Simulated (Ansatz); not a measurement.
# SrTiO3: what a change of scf.mixing.preconditioner does

Computed with the plane-wave PAW code Ansatz (scalar-relativistic, PAW set soft_2): PBE+U (Ti 4 eV), no spin polarisation, 420 eV cutoff, k-mesh 6×6×6. These are the settings of the reference run.

Cell:

```yaml
crystal:
  lattice:
    - [3.94714, 0.00000, 0.00000]
    - [0.00000, 3.94714, 0.00000]
    - [0.00000, 0.00000, 3.94714]
  atoms:
    - { symbol: Sr, position: [0.00000, 0.00000, 0.00000] }
    - { symbol: Ti, position: [0.50000, 0.50000, 0.50000] }
    - { symbol: O, position: [0.50000, 0.00000, 0.50000] }
    - { symbol: O, position: [0.50000, 0.50000, 0.00000] }
    - { symbol: O, position: [0.00000, 0.50000, 0.50000] }
```

The reference run of this cell is solved again as a single point with these keys changed:

| key | reference run | changed run |
| --- | --- | --- |
| scf.mixing.preconditioner | not typed | resta |

Problem. How does the changed run end?

Solution. 

```
                                    quantity  reference run  changed run
energy, changed less reference (meV an atom)              0          0.0
                              pressure (GPa)            0.0          0.0
                        largest force (eV/Å)           0.00         0.00
                        gap on the mesh (eV)           2.30         2.30
```

The results hardly move, so this setting matters little here, or the typed value is the one that the program takes anyway. It took 9 iterations.

Caveats: a single point, atoms not relaxed again; semilocal functionals make gaps too small and can close them.
